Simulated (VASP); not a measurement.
ZrSe2, 3 atoms in the cell. It takes space group P-3m1 (No. 164, trigonal). The conventional cell has a = 3.798 Å, b = 3.798 Å, c = 6.192 Å, α = 90.00°, β = 90.00°, γ = 120.00°. Around Zr (site symmetry -3m) lie 6 Se at 2.68 Å. Around Se (site symmetry 3m) lie 3 Zr at 2.68 Å. 

```yaml
Program: VASP 6.6.1
Task: relaxation of cell and atoms
Functional: r2SCAN
Potentials_or_basis: VASP PAW PBE potentials, release 64 (Zr_sv, Se)
Cutoff: 600 eV
k_mesh: 9 × 9 × 5
Occupations: gaussian, width 0.03 eV
Spin: no spin polarisation
Further_INCAR_settings: ALGO = Normal; EDIFF = 1e-06; IBRION = 2; EDIFFG = -0.01; NSW = 90; ISIF = 3
```

Potentials or basis: VASP PAW PBE potentials, release 64 (Zr_sv, Se).

The run is started by

```bash
$ cat potpaw_PBE.64/Zr_sv/POTCAR potpaw_PBE.64/Se/POTCAR > POTCAR
$ mpirun -np 1 vasp_std > vasp.out
```

Hardware: 1 thread of Intel(R) Xeon(R) Platinum 8488C (Sapphire Rapids), on a shared host.

Task: How long does it take, and how much memory?

Result: Wall time 22 min on 1 thread of Intel(R) Xeon(R) Platinum 8488C (Sapphire Rapids) (shared host), peak memory 0.27 GiB. Counts: scf iterations 116, k points 50, ion steps 11.
